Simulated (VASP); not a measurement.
# TiO2 (P4_2/mnm) in VASP: a series of runs, part 2 of 3

VASP 6.6.1. The steps go on from the part before.

### 3 Relaxation of cell and atoms, RPBE

This run uses another cell than the first one, of 10.39 Å³/atom, 0.974 times its volume.

Contents of INCAR:

```
SYSTEM = TiO2
PREC = Accurate ; ENCUT = 600
EDIFF = 1E-6 ; ISMEAR = 0
SIGMA = 0.03 ; LREAL = .FALSE.
LASPH = .TRUE. ; NELM = 80
ALGO = Normal ; ISIF = 3
LWAVE = .FALSE. ; LCHARG = .FALSE.
GGA = RP ; IBRION = 2
NSW = 90 ; EDIFFG = -0.01
KPAR = 2
```

Contents of KPOINTS:

```
Automatic mesh
0
G
  6 6 10
  0 0 0
```

Contents of POSCAR:

```
TiO2
1.0
    4.5922000000      0.0000000000      0.0000000000
    0.0000000000      4.5922000000      0.0000000000
    0.0000000000      0.0000000000      2.9574000000
Ti O
2 4
Direct
    0.0000000000      0.0000000000      0.0000000000
    0.5000000000      0.5000000000      0.5000000000
    0.3049600000      0.3049600000      0.0000000000
    0.1950400000      0.8049600000      0.5000000000
    0.6950400000      0.6950400000      0.0000000000
    0.8049600000      0.1950400000      0.5000000000
```

Potentials or basis: VASP PAW PBE potentials, release 64 (Ti_sv, O).

Launch:

```console
$ cat potpaw_PBE.64/Ti_sv/POTCAR potpaw_PBE.64/O/POTCAR > POTCAR
$ mpirun -np 2 vasp_std > vasp.out
```

OUTCAR:

```text
SYSTEM = TiO2
   PREC = Accurate
   ENCUT = 600
   EDIFF = 1E-6
   ISMEAR = 0
   LREAL = .FALSE.
   LASPH = .TRUE.
   NELM = 80
   ISIF = 3
   GGA = RP
   IBRION = 2
   NSW = 90
   EDIFFG = -0.01

 ion  position               nearest neighbor table
   1  0.000  0.000  0.000-   4 1.95   6 1.95   4 1.95   6 1.95   5 1.98   3 1.98
   2  0.500  0.500  0.500-   3 1.95   5 1.95   3 1.95   5 1.95   4 1.98   6 1.98
   3  0.305  0.305  0.000-   2 1.95   2 1.95   1 1.98
   4  0.195  0.805  0.500-   1 1.95   1 1.95   2 1.98
   5  0.695  0.695  0.000-   2 1.95   2 1.95   1 1.98
   6  0.805  0.195  0.500-   1 1.95   1 1.95   2 1.98

  LATTYP: Found a simple tetragonal cell.
 ALAT       =     4.5922000000
 C/A-ratio  =     0.6440050520

  Lattice vectors:

 A1 = (   4.5922000000,   0.0000000000,   0.0000000000)
 A2 = (   0.0000000000,   4.5922000000,   0.0000000000)
 A3 = (   0.0000000000,   0.0000000000,   2.9574000000)

Analysis of symmetry for initial positions (statically):
=====================================================================
 Subroutine PRICEL returns:
 Original cell was already a primitive cell.

 Routine SETGRP: Setting up the symmetry group for a
 simple tetragonal supercell.

[... 294 lines left out ...]

  energy  without entropy=      -51.2080724257  energy(sigma->0) =      -51.20807243

[... ionic steps 4 to 7 ...]

--------------------------------------- Ionic step        8  -------------------------------------------

 number of electron      47.9999978 magnetization

------------------------ aborting loop because EDIFF is reached ----------------------------------------
[... 75 lines left out ...]
--------------------------------------- Ionic step       10  -------------------------------------------

 number of electron      47.9999978 magnetization

 Free energy of the ion-electron system (eV)
  ---------------------------------------------------
  ext. energy  EPLUGINS =         0.00000000
  ---------------------------------------------------
  free energy    TOTEN  =       -51.21473670 eV

  energy without entropy =      -51.21473670  energy(sigma->0) =      -51.21473670

 E-fermi :   4.5691     XC(G=0): -10.8723

 val. band max:        4.4432932461   @ k =   0.0000   0.0000   0.0000
 cond. band min:       6.2797059459   @ k =   0.0000   0.0000   0.0000
 fundamental gap:      1.8364126999
 Fermi energy:         4.5691143703

 k-point     1 :       0.0000    0.0000    0.0000
  band No.  band energies     occupation
      1     -52.7263      2.00000
      2     -52.7138      2.00000
      3     -28.9197      2.00000
      4     -28.9197      2.00000
      5     -28.7861      2.00000
      6     -28.7861      2.00000
[... 733 lines left out ...]
     27       7.4692      0.00000
     28       7.4692      0.00000

 [... further k-points ...]

------------------------ aborting loop because EDIFF is reached ----------------------------------------

  FORCE on cell =-STRESS in cart. coord.  units (eV):
  Direction    XX          YY          ZZ          XY          YZ          ZX
  --------------------------------------------------------------------------------------
  -------------------------------------------------------------------------------------
  Total       -0.0037981     -0.0037981     -0.0048999     -0.0000000      0.0000000      0.0000000
  in kB       -0.0928123     -0.0928123     -0.1197358     -0.0000000      0.0000000      0.0000000
  external PRESSURE =      -0.1017868 kB  Pullay stress =       0.0000000 kB
[... 21 lines left out ...]
  FREE ENERGIE OF THE ION-ELECTRON SYSTEM (eV)
  ---------------------------------------------------
  free  energy   TOTEN  =       -51.2147366959 eV

  energy  without entropy=      -51.2147366959  energy(sigma->0) =      -51.21473670

 reached required accuracy - stopping structural energy minimisation
```

CONTCAR:

```text
TiO2
   1.00000000000000
     4.6884345653390742   -0.0000000000000000    0.0000000000000000
    -0.0000000000000000    4.6884345653390742    0.0000000000000000
     0.0000000000000000    0.0000000000000000    2.9827513551686469
  Ti              O
     2     4
Direct
     0.0000000000000000    0.0000000000000000    0.0000000000000000
     0.5000000000000000    0.5000000000000000    0.5000000000000000
     0.3057184490940723    0.3057184490940723    0.0000000000000000
     0.1942815509059278    0.8057184490940722    0.5000000000000000
     0.6942815509059278    0.6942815509059278    0.0000000000000000
     0.8057184490940722    0.1942815509059278    0.5000000000000000

  0.00000000E+00  0.00000000E+00  0.00000000E+00
  0.00000000E+00  0.00000000E+00  0.00000000E+00
  0.00000000E+00  0.00000000E+00  0.00000000E+00
  0.00000000E+00  0.00000000E+00  0.00000000E+00
  0.00000000E+00  0.00000000E+00  0.00000000E+00
  0.00000000E+00  0.00000000E+00  0.00000000E+00
```

Run time: 2.9 min. Hardware: 2 MPI ranks of Intel Xeon 6975P-C (Granite Rapids), shared host; peak memory 0.26 GiB.

What came out:

```yaml
Free_energy: -51.2147 eV
Relaxed_volume: 10.93 Å³/atom
Relaxed_cell: a = 4.688 Å, b = 4.688 Å, c = 2.983 Å, α = 90.00°, β = 90.00°, γ = 90.00°
Space_group_after_relaxing_to_0.05_Å: P4_2/mnm (No. 136)
Energy_gained_by_relaxing: 17.0 meV/atom
Ionic_steps: 10
Pressure_after_relaxing: 0.0 GPa
Largest_force_after_relaxing: 0.005 eV/Å
Band_gap_on_the_k_mesh: 1.84 eV, direct
```

Forces on the atoms (eV/Å):
```
Ti   0.000  0.000  0.000
Ti   0.000  0.000  0.000
O    0.003  0.003  0.000
O   -0.003  0.003  0.000
O   -0.003 -0.003  0.000
O    0.003 -0.003  0.000
```

Step by step:
| step | energy change (eV) | largest force (eV/Å) | pressure (GPa) | volume (Å³) |
| --- | --- | --- | --- | --- |
| 1 | 0.0000 | 0.1548 | 10.85 | 62.37 |
| 2 | 0.0322 | 0.3961 | -10.29 | 68.94 |
| 3 | -0.0951 | 0.1273 | -0.02 | 65.30 |
| 4 | -0.0951 | 0.1223 | 0.16 | 65.24 |
| 5 | -0.1007 | 0.0504 | 0.18 | 65.41 |
| 6 | -0.1017 | 0.0055 | 0.19 | 65.54 |
| 7 | -0.1017 | 0.0003 | 0.15 | 65.52 |
| 8 | -0.1017 | 0.0034 | 0.17 | 65.52 |
| 9 | -0.1017 | 0.0078 | -0.16 | 65.63 |
| 10 | -0.1018 | 0.0046 | -0.01 | 65.57 |

Final structure:
```
Ti O
1.0
     4.68843    0.00000    0.00000
     0.00000    4.68843    0.00000
     0.00000    0.00000    2.98275
Ti O
2 4
Direct
  0.00000 0.00000 0.00000
  0.50000 0.50000 0.50000
  0.30572 0.30572 0.00000
  0.19428 0.80572 0.50000
  0.69428 0.69428 0.00000
  0.80572 0.19428 0.50000
```

Caveat: the PAW data sets were made with another functional, which shifts forces and pressure a little.

### 4 Relaxation of cell and atoms, RPBE

This run uses another cell than the first one, of 10.93 Å³/atom, 1.024 times its volume.

Contents of INCAR:

```
SYSTEM = TiO2
PREC = Accurate ; ENCUT = 600
EDIFF = 1E-7 ; ISMEAR = 0
SIGMA = 0.03 ; LREAL = .FALSE.
LASPH = .TRUE. ; NELM = 80
ALGO = Normal ; ISIF = 3
LWAVE = .FALSE. ; LCHARG = .FALSE.
GGA = RP ; IBRION = 2
NSW = 90 ; EDIFFG = -0.005
KPAR = 2
```

KPOINTS is that of step 3.

Contents of POSCAR:

```
TiO2                                    
1.0
    4.6884345653     -0.0000000000      0.0000000000
   -0.0000000000      4.6884345653      0.0000000000
    0.0000000000      0.0000000000      2.9827513552
  Ti              O             
     2     4
Direct
     0.0000000000000000    0.0000000000000000    0.0000000000000000
     0.5000000000000000    0.5000000000000000    0.5000000000000000
     0.3057184490940723    0.3057184490940723    0.0000000000000000
     0.1942815509059278    0.8057184490940722    0.5000000000000000
     0.6942815509059278    0.6942815509059278    0.0000000000000000
     0.8057184490940722    0.1942815509059278    0.5000000000000000
```

Potentials or basis: VASP PAW PBE potentials, release 64 (Ti_sv, O).

Launch:

```console
$ cat potpaw_PBE.64/Ti_sv/POTCAR potpaw_PBE.64/O/POTCAR > POTCAR
$ mpirun -np 2 vasp_std > vasp.out
```

OUTCAR:

```text
SYSTEM = TiO2
   PREC = Accurate
   ENCUT = 600
   EDIFF = 1E-7
   ISMEAR = 0
   LREAL = .FALSE.
   LASPH = .TRUE.
   NELM = 80
   ISIF = 3
   GGA = RP
   IBRION = 2
   NSW = 90
   EDIFFG = -0.005

 ion  position               nearest neighbor table
   1  0.000  0.000  0.000-   4 1.97   6 1.97   4 1.97   6 1.97   5 2.03   3 2.03
   2  0.500  0.500  0.500-   3 1.97   5 1.97   3 1.97   5 1.97   4 2.03   6 2.03
   3  0.306  0.306  0.000-   2 1.97   2 1.97   1 2.03
   4  0.194  0.806  0.500-   1 1.97   1 1.97   2 2.03
   5  0.694  0.694  0.000-   2 1.97   2 1.97   1 2.03
   6  0.806  0.194  0.500-   1 1.97   1 1.97   2 2.03

  LATTYP: Found a simple tetragonal cell.
 ALAT       =     4.6884345653
 C/A-ratio  =     0.6361934487

  Lattice vectors:

 A1 = (   4.6884345653,   0.0000000000,   0.0000000000)
 A2 = (   0.0000000000,   4.6884345653,   0.0000000000)
 A3 = (   0.0000000000,   0.0000000000,   2.9827513552)

Analysis of symmetry for initial positions (statically):
[... 241 lines left out ...]
 fundamental gap:      1.8394337243
 Fermi energy:         4.5748769759

 k-point     1 :       0.0000    0.0000    0.0000
  band No.  band energies     occupation
      1     -52.7207      2.00000
      2     -52.7081      2.00000
      3     -28.9145      2.00000
      4     -28.9145      2.00000
      5     -28.7806      2.00000
      6     -28.7806      2.00000
[... 733 lines left out ...]
     27       7.4756      0.00000
     28       7.4756      0.00000

 [... further k-points ...]

------------------------ aborting loop because EDIFF is reached ----------------------------------------

  FORCE on cell =-STRESS in cart. coord.  units (eV):
  Direction    XX          YY          ZZ          XY          YZ          ZX
  --------------------------------------------------------------------------------------
  -------------------------------------------------------------------------------------
  Total        0.0121727      0.0121727      0.0250001      0.0000000      0.0000000      0.0000000
  in kB        0.2975878      0.2975878      0.6111796      0.0000000      0.0000000      0.0000000
  external PRESSURE =       0.4021184 kB  Pullay stress =       0.0000000 kB

 VOLUME and BASIS-vectors are now :
 -----------------------------------------------------------------------------
  energy-cutoff  :      600.00
  volume of cell :       65.54
      direct lattice vectors                 reciprocal lattice vectors
     4.687726357 -0.000000000  0.000000000     0.213323032 -0.000000000  0.000000000
     0.000000000  4.687726357  0.000000000     0.000000000  0.213323032  0.000000000
     0.000000000  0.000000000  2.982356441     0.000000000  0.000000000  0.335305326

 POSITION                                       TOTAL-FORCE (eV/Angst)
 -----------------------------------------------------------------------------------
      0.00000      0.00000      0.00000        -0.000000     -0.000000      0.000000
      2.34386      2.34386      1.49118        -0.000000     -0.000000      0.000000
      1.43331      1.43331      2.98236        -0.001233     -0.001233      0.000000
      0.91056      3.77717      1.49118         0.001233     -0.001233      0.000000
      3.25442      3.25442      0.00000         0.001233      0.001233      0.000000
      3.77717      0.91056      1.49118        -0.001233      0.001233      0.000000
 -----------------------------------------------------------------------------------
    total drift:                                0.000000      0.000000     -0.000000

  FREE ENERGIE OF THE ION-ELECTRON SYSTEM (eV)
  ---------------------------------------------------
  free  energy   TOTEN  =       -51.2237345379 eV

  energy  without entropy=      -51.2237345379  energy(sigma->0) =      -51.22373454

 reached required accuracy - stopping structural energy minimisation
```

It took 55 s on 2 MPI ranks of Intel Xeon 6975P-C (Granite Rapids), shared host; peak memory 0.25 GiB.

What came out:

| Quantity | Value |
| --- | --- |
| Free energy | -51.2237 eV |
| Relaxed volume | 10.92 Å³/atom |
| Relaxed cell | a = 4.688 Å, b = 4.688 Å, c = 2.982 Å, α = 90.00°, β = 90.00°, γ = 90.00° |
| Space group after relaxing (to 0.05 Å) | P4_2/mnm (No. 136) |
| Energy gained by relaxing | 0.0 meV/atom |
| Ionic steps | 2 |
| Pressure after relaxing | 0.0 GPa |
| Band gap on the k mesh | 1.84 eV, direct |

Final structure:
```
CELL_PARAMETERS angstrom
4.68773 0.00000 0.00000
0.00000 4.68773 0.00000
0.00000 0.00000 2.98236
ATOMIC_POSITIONS crystal
Ti 0.00000 0.00000 0.00000
Ti 0.50000 0.50000 0.50000
O 0.30576 0.30576 0.00000
O 0.19424 0.80576 0.50000
O 0.69424 0.69424 0.00000
O 0.80576 0.19424 0.50000
```

Caveat: the PAW data sets were made with another functional, which shifts forces and pressure a little.

### 5 Relaxation of cell and atoms, PBEsol

This run uses another cell than the first one, of 10.39 Å³/atom, 0.974 times its volume.

Contents of INCAR:

```
PREC = Accurate ; ENCUT = 600
EDIFF = 1E-6 ; ISMEAR = 0
SIGMA = 0.03 ; LREAL = False
LASPH = True ; NELM = 80
ALGO = Normal ; ISIF = 3
LWAVE = False ; LCHARG = False
GGA = PS ; IBRION = 2
NSW = 90 ; EDIFFG = -0.01
KPAR = 2
```

Contents of KPOINTS:

```
regular mesh
0
Gamma
  6 6 10
```

Contents of POSCAR:

```
TiO2
1.0
    4.5922000000      0.0000000000      0.0000000000
    0.0000000000      4.5922000000      0.0000000000
    0.0000000000      0.0000000000      2.9574000000
Ti O
2 4
Direct
    0.0000000000      0.0000000000      0.0000000000
    0.5000000000      0.5000000000      0.5000000000
    0.3049600000      0.3049600000      0.0000000000
    0.1950400000      0.8049600000      0.5000000000
    0.6950400000      0.6950400000      0.0000000000
    0.8049600000      0.1950400000      0.5000000000
```

Launch:

```console
$ cat potpaw_PBE.64/Ti_sv/POTCAR potpaw_PBE.64/O/POTCAR > POTCAR
$ mpirun -np 2 vasp_std > vasp.out
```

It took 2.5 min on 2 MPI ranks of Intel Xeon Platinum 8488C (Sapphire Rapids), shared host; peak memory 0.25 GiB.

It converged, with:

| Item | Value |
| --- | --- |
| Free energy | -56.1078 eV |
| Relaxed volume | 10.34 Å³/atom |
| Relaxed cell | a = 4.592 Å, b = 4.592 Å, c = 2.942 Å, α = 90.00°, β = 90.00°, γ = 90.00° |
| Space group after relaxing (to 0.05 Å) | P4_2/mnm (No. 136) |
| Energy gained by relaxing | 0.5 meV/atom |
| Ionic steps | 4 |
| Pressure after relaxing | 0.0 GPa |
| Largest force after relaxing | 0.006 eV/Å |
| Band gap on the k mesh | 1.83 eV, direct |

Forces on the atoms (eV/Å):
```
Ti   0.000  0.000  0.000
Ti   0.000  0.000  0.000
O    0.004  0.004  0.000
O   -0.004  0.004  0.000
O   -0.004 -0.004  0.000
O    0.004 -0.004  0.000
```

Step by step:
```
step  energy change (eV)  largest force (eV/Å)  pressure (GPa)  volume (Å³)
   1              0.0000                0.0539           -1.26        62.37
   2             -0.0005                0.0656            1.75        61.63
   3             -0.0023                0.0597            0.34        61.98
   4             -0.0029                0.0055            0.02        62.04
```

Final structure:
```xyz
6
Lattice="4.5924 0.0000 0.0000 0.0000 4.5924 0.0000 0.0000 0.0000 2.9417" Properties=species:S:1:pos:R:3 pbc="T T T"
Ti    4.5924    4.5924    0.0000
Ti    2.2962    2.2962    1.4709
O     1.3974    1.3974    2.9417
O     0.8988    3.6936    1.4709
O     3.1950    3.1950    0.0000
O     3.6936    0.8988    1.4709
```

Levels at points of the mesh, in eV from the valence-band top:
| k point | band 21 | band 22 | band 23 | band 24 | band 25 | band 26 | band 27 | band 28 |
| --- | --- | --- | --- | --- | --- | --- | --- | --- |
| (0.00, 0.00, 0.00) | -0.69 | -0.46 | -0.46 | 0.00 | 1.83 | 2.11 | 2.40 | 2.50 |
| (0.50, 0.00, 0.00) | -1.64 | -1.64 | -0.76 | -0.76 | 2.51 | 2.51 | 3.04 | 3.04 |
| (0.50, 0.50, 0.00) | -1.30 | -1.30 | -1.09 | -1.09 | 1.87 | 1.87 | 2.53 | 2.53 |
| (0.00, 0.00, 0.50) | -2.43 | -2.43 | -1.45 | -1.45 | 2.98 | 2.98 | 3.22 | 3.22 |
| (0.50, 0.00, 0.50) | -2.08 | -2.08 | -1.06 | -1.06 | 1.88 | 1.88 | 3.24 | 3.24 |
| (0.50, 0.50, 0.50) | -1.31 | -1.31 | -0.68 | -0.68 | 2.59 | 2.59 | 3.20 | 3.20 |

Caveat: the PAW data sets were made with another functional, which shifts forces and pressure a little. PBEsol gaps usually lie below the measured ones, often by a third to a half.

(Part 2 of 3 ends here.)
